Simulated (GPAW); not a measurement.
# Fe (Im-3m) in GPAW: a series of runs

One crystal, Fe, is run at these levels: PBE, RPBE; tasks: single point.

Program: GPAW 26.7.0. These are calculated values, not measurements. Logs are shortened: lines on timing, memory, paths and dates and some standing lists are left out, and cuts for length are marked. The log counts tension as positive stress, the text compression.

**1. The structure**

It takes space group Im-3m (No. 229, cubic). The conventional cell has a = 2.886 Å, b = 2.886 Å, c = 2.886 Å, α = 90.00°, β = 90.00°, γ = 90.00°. Around Fe (site symmetry m-3m) lie 8 Fe at 2.50 Å.

**2. Single point, PBE, collinear spin, ferromagnetic start**

run.py reads:

```python
from ase import Atoms
from ase.dft.bandgap import bandgap
from ase.io import write
from ase.units import Bohr, GPa
from gpaw import GPAW, PW
from gpaw.elf import elf_from_dft_calculation

atoms = Atoms(['Fe'],
              cell=[[-1.443, 1.443, 1.443],
                    [1.443, -1.443, 1.443],
                    [1.443, 1.443, -1.443]],
              scaled_positions=[[0.0, 0.0, 0.0]],
              pbc=True)
atoms.set_initial_magnetic_moments([3.0])

calc = GPAW(mode=PW(600),
            xc='PBE',
            kpts={'size': (13, 13, 13), 'gamma': True},
            occupations={'name': 'methfessel-paxton', 'order': 0, 'width': 0.05},
            nbands=12,
            convergence={'density': 1e-05, 'energy': 1e-05},
            maxiter=150,
            txt='gpaw.txt')
atoms.calc = calc
energy = atoms.get_potential_energy()
forces = atoms.get_forces()
stress = atoms.get_stress()
calc.write('gs.gpw')
write('result.traj', atoms)
print(f'Energy: {energy:.6f} eV')
print('Forces (eV/A):')
print(forces.round(4))
print('Stress (GPa):', (stress / GPa).round(3))
print('Moments:', calc.get_magnetic_moments().round(3))
print('Fermi level:', round(calc.get_fermi_level(), 4), 'eV')
print(f'Gap: {bandgap(calc)[0]:.4f} eV, direct: {bandgap(calc, direct=True)[0]:.4f} eV')

# fields on the real-space grid
write('density.cube', atoms, data=calc.get_pseudo_density() * Bohr**3)
write('potential.cube', atoms, data=calc.get_electrostatic_potential())
write('spin.cube', atoms, data=(calc.get_pseudo_density(spin=0) - calc.get_pseudo_density(spin=1)) * Bohr**3)
write('elf.cube', atoms, data=elf_from_dft_calculation(calc).data)
```

Potentials or basis: GPAW PAW data sets (gpaw-data 1.2.1), pw.

Command:

```bash
OMP_NUM_THREADS=1 python run.py
```

gpaw.txt:

```text
__  _  _
 | _ |_)|_||  |
 |__||  | ||/\| - 26.7.0

Input parameters:
  mode=PW(ecut=600.0),
  convergence={'density': 1e-05, 'energy': 1e-05},
  kpts=MonkhorstPack(size=(13, 13, 13), gamma=True),
  maxiter=150,
  nbands=12,
  occupations=Occupations(name='methfessel-paxton', order=0, width=0.05),
  xc=XC(name='PBE')

Diagonalizing LCAO Hamiltonian
Converting LCAO to pw mode

       Fe

Atoms  # Å, Bohr magnetons
|   | symbol |        x |        y |        z |    initial magnetic moments |
|---|--------|----------|----------|----------|-----------------------------|
| 0 |     Fe | 0.000000 | 0.000000 | 0.000000 | ( 0.0000,  0.0000,  3.0000) |

Unit cell  # Å
| periodic |         x |         y |         z |  lengths |     angles |
|----------|-----------|-----------|-----------|----------|------------|
|      yes | -1.443000 |  1.443000 |  1.443000 | 2.499349 | 109.471221 |
|      yes |  1.443000 | -1.443000 |  1.443000 | 2.499349 | 109.471221 |
|      yes |  1.443000 |  1.443000 | -1.443000 | 2.499349 | 109.471221 |

Number of symmetries: 48
Symmetry operations  # r_c * U_cc + t_c -> r_c
|    | kind |            matrix            |
|----|------|------------------------------|
|  0 |  σ   |  1, 1, 1,  0, 0,-1,  0,-1, 0 |
|  1 |  C4  |  1, 1, 1,  0, 0,-1, -1, 0, 0 |
|  2 |  C2  |  1, 1, 1,  0,-1, 0,  0, 0,-1 |
|  3 |  S6  |  1, 1, 1,  0,-1, 0, -1, 0, 0 |
|  4 |  S6  |  1, 1, 1, -1, 0, 0,  0, 0,-1 |
|  5 |  C4  |  1, 1, 1, -1, 0, 0,  0,-1, 0 |
|  6 |  E   |  1, 0, 0,  0, 1, 0,  0, 0, 1 |
|  7 |  σ   |  1, 0, 0,  0, 1, 0, -1,-1,-1 |
|  8 |  σ   |  1, 0, 0,  0, 0, 1,  0, 1, 0 |
|  9 |  C3  |  1, 0, 0,  0, 0, 1, -1,-1,-1 |
| 10 |  C3  |  1, 0, 0, -1,-1,-1,  0, 1, 0 |
| 11 |  σ   |  1, 0, 0, -1,-1,-1,  0, 0, 1 |
| 12 |  σ   |  0, 1, 0,  1, 0, 0,  0, 0, 1 |
| 13 |  C2  |  0, 1, 0,  1, 0, 0, -1,-1,-1 |
| 14 |  C3  |  0, 1, 0,  0, 0, 1,  1, 0, 0 |
| 15 |  S4  |  0, 1, 0,  0, 0, 1, -1,-1,-1 |
| 16 |  S4  |  0, 1, 0, -1,-1,-1,  1, 0, 0 |
| 17 |  C3  |  0, 1, 0, -1,-1,-1,  0, 0, 1 |
| 18 |  C3  |  0, 0, 1,  1, 0, 0,  0, 1, 0 |
| 19 |  S4  |  0, 0, 1,  1, 0, 0, -1,-1,-1 |
| 20 |  σ   |  0, 0, 1,  0, 1, 0,  1, 0, 0 |
| 21 |  C3  |  0, 0, 1,  0, 1, 0, -1,-1,-1 |
| 22 |  C2  |  0, 0, 1, -1,-1,-1,  1, 0, 0 |
| 23 |  S4  |  0, 0, 1, -1,-1,-1,  0, 1, 0 |
| 24 |  C4  |  0, 0,-1,  1, 1, 1,  0,-1, 0 |
| 25 |  σ   |  0, 0,-1,  1, 1, 1, -1, 0, 0 |
| 26 |  S6  |  0, 0,-1,  0,-1, 0,  1, 1, 1 |
| 27 |  C2  |  0, 0,-1,  0,-1, 0, -1, 0, 0 |
| 28 |  C4  |  0, 0,-1, -1, 0, 0,  1, 1, 1 |
| 29 |  S6  |  0, 0,-1, -1, 0, 0,  0,-1, 0 |
| 30 |  S6  |  0,-1, 0,  1, 1, 1,  0, 0,-1 |
| 31 |  C4  |  0,-1, 0,  1, 1, 1, -1, 0, 0 |
| 32 |  C4  |  0,-1, 0,  0, 0,-1,  1, 1, 1 |
| 33 |  S6  |  0,-1, 0,  0, 0,-1, -1, 0, 0 |
| 34 |  σ   |  0,-1, 0, -1, 0, 0,  1, 1, 1 |
| 35 |  C2  |  0,-1, 0, -1, 0, 0,  0, 0,-1 |
| 36 |  C2  | -1, 0, 0,  1, 1, 1,  0, 0,-1 |
| 37 |  S6  | -1, 0, 0,  1, 1, 1,  0,-1, 0 |
| 38 |  S6  | -1, 0, 0,  0, 0,-1,  1, 1, 1 |
| 39 |  C2  | -1, 0, 0,  0, 0,-1,  0,-1, 0 |
| 40 |  C2  | -1, 0, 0,  0,-1, 0,  1, 1, 1 |
| 41 |  i   | -1, 0, 0,  0,-1, 0,  0, 0,-1 |
| 42 |  S4  | -1,-1,-1,  1, 0, 0,  0, 1, 0 |
| 43 |  C3  | -1,-1,-1,  1, 0, 0,  0, 0, 1 |
[... 71 lines left out ...]
    |    s |        |      21.920 |    1.164 |
    |    p |        |      25.885 |    1.058 |
    |    d |        |      19.706 |    1.058 |

    Using partial waves for Fe as LCAO basis

Reference energy: -34619.454600  # eV

eigensolver:
  PPCG
  Converge bands: occupied
  niter=2

density mixing:
  MSR1-Mixer
  Pratt-step length: 0.05
  Maximum mixing coefficient: 0.75
  Old densities: 10
  SVD Regularization: 0.005
  Good broyden scale: 1.0
  Trust region scale: 1.0
  Backstep threshold: 4.0
  History deletion threshold: 6.0
  Fourier metric: weight=20.0, sigma=0.015

occupation numbers:
  Methfessel-Paxton:
    width: 0.0500  # eV
    order: 0

poisson solver:
  ecut: 4800.0  # eV

xc functional:
  name: PBE with 2 nearest neighbor stencil

convergence criteria:
- Maximum integral of absolute [dens]ity change: 1e-05 electrons / valence electron
- Maximum [total energy] change in last 3 cyles: 1e-05 eV / valence electron
- Maximum integral of absolute [eigenst]ate change: 4e-08 eV^2 / valence electron
maximum number of iterations: 150

SCF iterations
|iter     | |      energy | eigst |  dens |  magmom |
|---------|-|-------------|-------|-------|---------|
|iter:   1| |   -8.890390 | +0.07 |       |  +3.0053|
|iter:   2| |   -8.890143 | -2.16 | -1.01 |  +2.9814|
|iter:   3| |   -8.944412 | -2.46 | -1.05 |  +2.7730|
|iter:   4| |   -8.973263 | -3.24 | -1.36 |  +2.6677|
|iter:   5| |   -9.002661 | -2.90 | -1.46 |  +2.4524|
|iter:   6| |   -9.007073 | -3.92 | -1.86 |  +2.3489|
|iter:   7| |   -9.008029 | -4.22 | -2.14 |  +2.2974|
|iter:   8| |   -9.008233 | -4.58 | -2.52 |  +2.2471|
|iter:   9| |   -9.008268 | -5.68 | -2.93 |  +2.2469|
|iter:  10| |   -9.008284c| -6.13 | -3.24 |  +2.2530|
|iter:  11| |   -9.008286c| -7.47c| -3.91 |  +2.2542|
|iter:  12| |   -9.008286c| -7.75c| -4.64 |  +2.2543|
|iter:  13| |   -9.008286c| -8.73c| -5.36c|  +2.2544|

Converged in 13 steps
Energy contributions relative to reference atoms: (reference = -34619.454600)

Energy contributions:
  Kinetic:           5.696189
  Coulomb:          -4.870401
  Zero:              0.064097
  External:          0.000000
  Xc:               -9.897481
  Entropy:          -0.001380
  Spinorbit:         0.000000
  ----------------------------
  Free energy:      -9.008976
  Extrapolated:     -9.008286

dipole moment: (-3.533159, -3.533159, -3.533159)  # |e|*Ang

Total magnetic moment: (0.000000, 0.000000, 2.254373)

Local magnetic moments
|        x |        y |        z |
|----------|----------|----------|
| 0.000000 | 0.000000 | 2.300243 |  # Fe   0

Fermi level: 9.306
Eigenvalues  # (at kpt = [0.000, 0.000, 0.000])
| band index |      eig [eV] | occ [0-1] |      eig [eV] | occ [0-1] |
|------------|---------------|-----------|---------------|-----------|
|          0 |         1.122 |     1.000 |         1.253 |     1.000 |
|          1 |         7.131 |     1.000 |         9.116 |     1.000 |
|          2 |         7.131 |     1.000 |         9.116 |     1.000 |
|          3 |         7.131 |     1.000 |         9.116 |     1.000 |
|          4 |         8.234 |     1.000 |        11.062 |     0.000 |
|          5 |         8.234 |     1.000 |        11.062 |     0.000 |
|          6 |        33.712 |     0.000 |        33.361 |     0.000 |
|          7 |        33.712 |     0.000 |        33.361 |     0.000 |
|          8 |        33.712 |     0.000 |        33.361 |     0.000 |
|          9 |        34.869 |     0.000 |        36.596 |     0.000 |
|         10 |        34.869 |     0.000 |        36.669 |     0.000 |
|         11 |        34.869 |     0.000 |        38.262 |     0.000 |

No gap
No difference between direct/indirect transitions

Forces  # eV/Ang
|       x |        y |        z |
|---------|----------|----------|
| 0.00000 | -0.00000 | -0.00000 |  # Fe   0

Stress tensor  # eV/Ang^3
|        x |        y |        z |
|----------|----------|----------|
| 0.049186 | 0.000000 | 0.000000 |
| 0.000000 | 0.049186 | 0.000000 |
| 0.000000 | 0.000000 | 0.049186 |

# Writing to gs.gpw (mode='')
```

Wall time 17 s (1 thread of Intel Xeon Platinum 8488C (Sapphire Rapids), shared host); peak memory 0.14 GiB.

Results:

```yaml
Free_energy: -9.0090 eV
Pressure: -7.9 GPa
Band_gap_on_the_k_mesh: none (metal or under the smearing width)
Net_moment: 2.25 μB per cell
Site_moments: Fe +2.30 μB
```

**3. Single point, RPBE, collinear spin, ferromagnetic start**

run.py reads:

```python
from ase.dft.bandgap import bandgap
from ase.io import read, write
from ase.units import GPa
from gpaw import GPAW, PW

atoms = read('POSCAR')
atoms.set_initial_magnetic_moments([3.0])

calc = GPAW(mode=PW(600),
            xc='RPBE',
            kpts={'size': (13, 13, 13), 'gamma': True},
            occupations={'name': 'methfessel-paxton', 'order': 0, 'width': 0.1},
            nbands=12,
            convergence={'density': 1e-05, 'energy': 1e-05},
            maxiter=150,
            txt='gpaw.txt')
atoms.calc = calc
energy = atoms.get_potential_energy()
forces = atoms.get_forces()
stress = atoms.get_stress()
calc.write('gs.gpw')
write('result.traj', atoms)
print(f'Energy: {energy:.6f} eV')
print('Forces (eV/A):')
print(forces.round(4))
print('Stress (GPa):', (stress / GPa).round(3))
print('Moments:', calc.get_magnetic_moments().round(3))
print('Fermi level:', round(calc.get_fermi_level(), 4), 'eV')
print(f'Gap: {bandgap(calc)[0]:.4f} eV, direct: {bandgap(calc, direct=True)[0]:.4f} eV')
```

POSCAR reads:

```
Fe
1.0
   -1.4430000000      1.4430000000      1.4430000000
    1.4430000000     -1.4430000000      1.4430000000
    1.4430000000      1.4430000000     -1.4430000000
Fe
1
Direct
    0.0000000000      0.0000000000      0.0000000000
```

Potentials or basis: the program's PAW data sets (release 1.2.1) made for this functional, pw.

Command:

```bash
OMP_NUM_THREADS=1 python run.py
```

gpaw.txt:

```text
__  _  _
 | _ |_)|_||  |
 |__||  | ||/\| - 26.7.0

Input parameters:
  mode=PW(ecut=600.0),
  convergence={'density': 1e-05, 'energy': 1e-05},
  kpts=MonkhorstPack(size=(13, 13, 13), gamma=True),
  maxiter=150,
  nbands=12,
  occupations=Occupations(name='methfessel-paxton', order=0, width=0.1),
  xc=XC(name='RPBE')

Diagonalizing LCAO Hamiltonian
Converting LCAO to pw mode

       Fe

Atoms  # Å, Bohr magnetons
|   | symbol |        x |        y |        z |    initial magnetic moments |
|---|--------|----------|----------|----------|-----------------------------|
| 0 |     Fe | 0.000000 | 0.000000 | 0.000000 | ( 0.0000,  0.0000,  3.0000) |

Unit cell  # Å
| periodic |         x |         y |         z |  lengths |     angles |
|----------|-----------|-----------|-----------|----------|------------|
|      yes | -1.443000 |  1.443000 |  1.443000 | 2.499349 | 109.471221 |
|      yes |  1.443000 | -1.443000 |  1.443000 | 2.499349 | 109.471221 |
|      yes |  1.443000 |  1.443000 | -1.443000 | 2.499349 | 109.471221 |

Number of symmetries: 48
Symmetry operations  # r_c * U_cc + t_c -> r_c
|    | kind |            matrix            |
|----|------|------------------------------|
|  0 |  σ   |  1, 1, 1,  0, 0,-1,  0,-1, 0 |
|  1 |  C4  |  1, 1, 1,  0, 0,-1, -1, 0, 0 |
|  2 |  C2  |  1, 1, 1,  0,-1, 0,  0, 0,-1 |
|  3 |  S6  |  1, 1, 1,  0,-1, 0, -1, 0, 0 |
|  4 |  S6  |  1, 1, 1, -1, 0, 0,  0, 0,-1 |
|  5 |  C4  |  1, 1, 1, -1, 0, 0,  0,-1, 0 |
|  6 |  E   |  1, 0, 0,  0, 1, 0,  0, 0, 1 |
|  7 |  σ   |  1, 0, 0,  0, 1, 0, -1,-1,-1 |
|  8 |  σ   |  1, 0, 0,  0, 0, 1,  0, 1, 0 |
|  9 |  C3  |  1, 0, 0,  0, 0, 1, -1,-1,-1 |
| 10 |  C3  |  1, 0, 0, -1,-1,-1,  0, 1, 0 |
| 11 |  σ   |  1, 0, 0, -1,-1,-1,  0, 0, 1 |
| 12 |  σ   |  0, 1, 0,  1, 0, 0,  0, 0, 1 |
| 13 |  C2  |  0, 1, 0,  1, 0, 0, -1,-1,-1 |
| 14 |  C3  |  0, 1, 0,  0, 0, 1,  1, 0, 0 |
| 15 |  S4  |  0, 1, 0,  0, 0, 1, -1,-1,-1 |
| 16 |  S4  |  0, 1, 0, -1,-1,-1,  1, 0, 0 |
| 17 |  C3  |  0, 1, 0, -1,-1,-1,  0, 0, 1 |
| 18 |  C3  |  0, 0, 1,  1, 0, 0,  0, 1, 0 |
| 19 |  S4  |  0, 0, 1,  1, 0, 0, -1,-1,-1 |
| 20 |  σ   |  0, 0, 1,  0, 1, 0,  1, 0, 0 |
| 21 |  C3  |  0, 0, 1,  0, 1, 0, -1,-1,-1 |
| 22 |  C2  |  0, 0, 1, -1,-1,-1,  1, 0, 0 |
| 23 |  S4  |  0, 0, 1, -1,-1,-1,  0, 1, 0 |
| 24 |  C4  |  0, 0,-1,  1, 1, 1,  0,-1, 0 |
| 25 |  σ   |  0, 0,-1,  1, 1, 1, -1, 0, 0 |
| 26 |  S6  |  0, 0,-1,  0,-1, 0,  1, 1, 1 |
| 27 |  C2  |  0, 0,-1,  0,-1, 0, -1, 0, 0 |
| 28 |  C4  |  0, 0,-1, -1, 0, 0,  1, 1, 1 |
| 29 |  S6  |  0, 0,-1, -1, 0, 0,  0,-1, 0 |
| 30 |  S6  |  0,-1, 0,  1, 1, 1,  0, 0,-1 |
| 31 |  C4  |  0,-1, 0,  1, 1, 1, -1, 0, 0 |
| 32 |  C4  |  0,-1, 0,  0, 0,-1,  1, 1, 1 |
| 33 |  S6  |  0,-1, 0,  0, 0,-1, -1, 0, 0 |
| 34 |  σ   |  0,-1, 0, -1, 0, 0,  1, 1, 1 |
| 35 |  C2  |  0,-1, 0, -1, 0, 0,  0, 0,-1 |
| 36 |  C2  | -1, 0, 0,  1, 1, 1,  0, 0,-1 |
| 37 |  S6  | -1, 0, 0,  1, 1, 1,  0,-1, 0 |
| 38 |  S6  | -1, 0, 0,  0, 0,-1,  1, 1, 1 |
| 39 |  C2  | -1, 0, 0,  0, 0,-1,  0,-1, 0 |
| 40 |  C2  | -1, 0, 0,  0,-1, 0,  1, 1, 1 |
| 41 |  i   | -1, 0, 0,  0,-1, 0,  0, 0,-1 |
| 42 |  S4  | -1,-1,-1,  1, 0, 0,  0, 1, 0 |
| 43 |  C3  | -1,-1,-1,  1, 0, 0,  0, 0, 1 |
| 44 |  C3  | -1,-1,-1,  0, 1, 0,  1, 0, 0 |
| 45 |  σ   | -1,-1,-1,  0, 1, 0,  0, 0, 1 |
| 46 |  S4  | -1,-1,-1,  0, 0, 1,  1, 0, 0 |
| 47 |  C2  | -1,-1,-1,  0, 0, 1,  0, 1, 0 |

BZ-sampling:
  Number of BZ points: 2197
  Number of IBZ points: 84

  Monkhorst-Pack size: [13, 13, 13]
  Monkhorst-Pack shift: [0, 0, 0]

K-points  # in reciprocal-cell coordinates
|     |                                coordinates |     weight |
|-----|--------------------------------------------|------------|
|   0 | (  0.00000000,   0.00000000,   0.00000000) | 0.00045517 |
|   1 | (  0.07692308,   0.00000000,   0.00000000) | 0.00546199 |
|   2 | (  0.07692308,   0.07692308,  -0.07692308) | 0.00273100 |
|   3 | (  0.15384615,   0.00000000,  -0.07692308) | 0.01092399 |
|   4 | (  0.15384615,   0.00000000,   0.00000000) | 0.00546199 |
|   5 | (  0.15384615,   0.07692308,  -0.07692308) | 0.01092399 |
|   6 | (  0.15384615,   0.15384615,  -0.15384615) | 0.00273100 |
|   7 | (  0.23076923,  -0.07692308,  -0.07692308) | 0.00364133 |
|   8 | (  0.23076923,   0.00000000,  -0.07692308) | 0.02184797 |
|   9 | (  0.23076923,   0.00000000,   0.00000000) | 0.00546199 |
| ... |                                            |            |
|  83 | (  0.46153846,   0.46153846,   0.46153846) | 0.00364133 |

Plane wave coefficients: 415
Cutoff: 600.0 eV

Spin-components: 2 (collinear spins)
Bands:           12
Projectors:      6
Spin-degeneracy: 1
Datatype:        complex128

Parallelization:
  kpt:    1
  domain: 1
  band:   1

Density:
  Valence electrons: 8.0
  Components: 2
  Grid points: [15 15 15]
  Charge: 0.0  # |e|

Potential:
  Grid points: [15 15 15]

species:
  Fe:
    name:    Iron
    Z:       26.0
    valence: 8
    core:    18
    charge:  0.0  # [|e|]
    compensation charges:
      type: gauss
      rc: 0.33  # [Å]
      lmax: 2
    cutoffs:
      filter: 2.06  # [Å]
      core: 2.67  # [Å]
    projectors
    | kind |    occ | energy [eV] | rcut [Å] |
    |------|--------|-------------|----------|
    |   4s |  2.000 |      -5.218 |    1.164 |
    |   4p |  0.000 |      -1.321 |    1.058 |
    |   3d |  6.000 |      -7.447 |    1.058 |
    |    s |        |      21.993 |    1.164 |
    |    p |        |      25.890 |    1.058 |
    |    d |        |      19.764 |    1.058 |

    Using partial waves for Fe as LCAO basis

Reference energy: -34624.713500  # eV

eigensolver:
  PPCG
  Converge bands: occupied
  niter=2

density mixing:
  MSR1-Mixer
  Pratt-step length: 0.05
  Maximum mixing coefficient: 0.75
  Old densities: 10
  SVD Regularization: 0.005
  Good broyden scale: 1.0
  Trust region scale: 1.0
  Backstep threshold: 4.0
  History deletion threshold: 6.0
  Fourier metric: weight=20.0, sigma=0.015

occupation numbers:
  Methfessel-Paxton:
    width: 0.1000  # eV
    order: 0

poisson solver:
  ecut: 4800.0  # eV

xc functional:
  name: RPBE with 2 nearest neighbor stencil

convergence criteria:
- Maximum integral of absolute [dens]ity change: 1e-05 electrons / valence electron
- Maximum [total energy] change in last 3 cyles: 1e-05 eV / valence electron
- Maximum integral of absolute [eigenst]ate change: 4e-08 eV^2 / valence electron
maximum number of iterations: 150

SCF iterations
|iter     | |      energy | eigst |  dens |  magmom |
|---------|-|-------------|-------|-------|---------|
|iter:   1| |   -8.416063 | +0.07 |       |  +3.0059|
|iter:   2| |   -8.418157 | -2.26 | -1.03 |  +2.9838|
|iter:   3| |   -8.481628 | -2.70 | -1.07 |  +2.7988|
|iter:   4| |   -8.516342 | -3.27 | -1.37 |  +2.6915|
|iter:   5| |   -8.545456 | -2.93 | -1.51 |  +2.4962|
|iter:   6| |   -8.548540 | -4.76 | -1.91 |  +2.4317|
|iter:   7| |   -8.550555 | -4.16 | -2.06 |  +2.3257|
|iter:   8| |   -8.550813 | -4.90 | -2.39 |  +2.2933|
|iter:   9| |   -8.550957 | -5.27 | -2.67 |  +2.3009|
|iter:  10| |   -8.550961 | -6.94 | -3.43 |  +2.3026|
|iter:  11| |   -8.550964c| -7.48c| -3.87 |  +2.3036|
|iter:  12| |   -8.550964c| -8.14c| -5.00 |  +2.3037|
|iter:  13| |   -8.550964c| -9.12c| -5.74c|  +2.3037|

Converged in 13 steps
Energy contributions relative to reference atoms: (reference = -34624.713500)

Energy contributions:
  Kinetic:           6.526560
  Coulomb:          -5.503180
  Zero:              0.064851
  External:          0.000000
  Xc:               -9.636271
  Entropy:          -0.005847
  Spinorbit:         0.000000
  ----------------------------
  Free energy:      -8.553887
  Extrapolated:     -8.550964

dipole moment: (-3.521905, -3.521905, -3.521905)  # |e|*Ang

Total magnetic moment: (0.000000, 0.000000, 2.303713)

Local magnetic moments
|        x |        y |        z |
|----------|----------|----------|
| 0.000000 | 0.000000 | 2.358162 |  # Fe   0

Fermi level: 9.424
Eigenvalues  # (at kpt = [0.000, 0.000, 0.000])
| band index |      eig [eV] | occ [0-1] |      eig [eV] | occ [0-1] |
|------------|---------------|-----------|---------------|-----------|
|          0 |         1.271 |     1.000 |         1.361 |     1.000 |
|          1 |         7.223 |     1.000 |         9.317 |     0.936 |
|          2 |         7.223 |     1.000 |         9.317 |     0.936 |
|          3 |         7.223 |     1.000 |         9.317 |     0.936 |
|          4 |         8.327 |     1.000 |        11.269 |     0.000 |
|          5 |         8.327 |     1.000 |        11.269 |     0.000 |
|          6 |        33.739 |     0.000 |        33.312 |     0.000 |
|          7 |        33.739 |     0.000 |        33.312 |     0.000 |
|          8 |        33.739 |     0.000 |        33.312 |     0.000 |
|          9 |        38.460 |     0.000 |        38.554 |     0.000 |
|         10 |        38.460 |     0.000 |        38.554 |     0.000 |
|         11 |        40.390 |     0.000 |        41.058 |     0.000 |

No gap
No difference between direct/indirect transitions

Forces  # eV/Ang
|       x |        y |       z |
|---------|----------|---------|
| 0.00000 | -0.00000 | 0.00000 |  # Fe   0

Stress tensor  # eV/Ang^3
|         x |         y |        z |
|-----------|-----------|----------|
|  0.008294 | -0.000000 | 0.000000 |
| -0.000000 |  0.008294 | 0.000000 |
|  0.000000 |  0.000000 | 0.008294 |

# Writing to gs.gpw (mode='')
```

It took 17 s on 1 thread of Intel Xeon Platinum 8488C (Sapphire Rapids), shared host; peak memory 0.14 GiB.

Results:

```yaml
Free_energy: -8.5539 eV
Pressure: -1.3 GPa
Band_gap_on_the_k_mesh: none (metal or under the smearing width)
Net_moment: 2.30 μB per cell
Site_moments: Fe +2.36 μB
```

Levels at points of the mesh, in eV from the Fermi level:
Spin up:
```
           k point  band 1  band 2  band 3  band 4  band 5  band 6  band 7  band 8
(0.00, 0.00, 0.00)   -8.15   -2.20   -2.20   -2.20   -1.10   -1.10   24.31   24.31
```
Spin down:
| k point | band 1 | band 2 | band 3 | band 4 | band 5 | band 6 | band 7 |
| --- | --- | --- | --- | --- | --- | --- | --- |
| (0.00, 0.00, 0.00) | -8.06 | -0.11 | -0.11 | -0.11 | 1.84 | 1.84 | 23.89 |
